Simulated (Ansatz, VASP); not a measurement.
Cu in VASP and in Ansatz

```xyz
2
Lattice="1.1936 -3.8952 0.0000 1.1936 3.8952 0.0000 0.0000 0.0000 2.4250" Properties=species:S:1:pos:R:3 pbc="T T T"
Cu    1.1936   -2.8523    1.8187
Cu    1.1936    2.8523    0.6062
```

This isn't the form of Cu at room conditions, which is fcc.

Alike in both runs: task single point; functional PBEsol; k mesh 11 × 11 × 11; occupations fermi-dirac, width 0.05 eV; no spin polarisation.

|  | VASP | Ansatz |
| --- | --- | --- |
| version | VASP 6.6.1 | Ansatz 0.2.0 |
| potentials or method | VASP PAW PBE potentials, release 64 (Cu) | Ansatz PAW |
| plane-wave cutoff (eV) | 520 | 420 |
| valence electrons in the cell | 22 | 38 |

VASP gave:

| Quantity | Value |
| --- | --- |
| gap on the k mesh at the Fermi level (eV) | none |
| pressure (GPa) | 9.7 |
| largest component of the traceless stress (GPa) | 0.83 |
| rms of the force components (eV/Å) | 0.050 |

**Question.** What did Ansatz give for the same quantities?

**Answer.** gap on the k mesh at the Fermi level (eV): none; pressure (GPa): 9.0; largest component of the traceless stress (GPa): 0.80; rms of the force components (eV/Å): 0.047.

Atom by atom the forces differ by 0.003 eV/Å (rms over components). A gap of «none» marks a metal or a gap that the smearing closes. With one functional, cell and mesh, what is left measures potentials, basis and numerics. The two sets of potentials don't hold the same shells in valence.

Caveats: the PAW data sets were made with another functional, which shifts forces and pressure a little (VASP); the PAW data sets come from PBE, with cores solved anew for the run's functional, which leaves a small shift of forces and pressure (Ansatz).
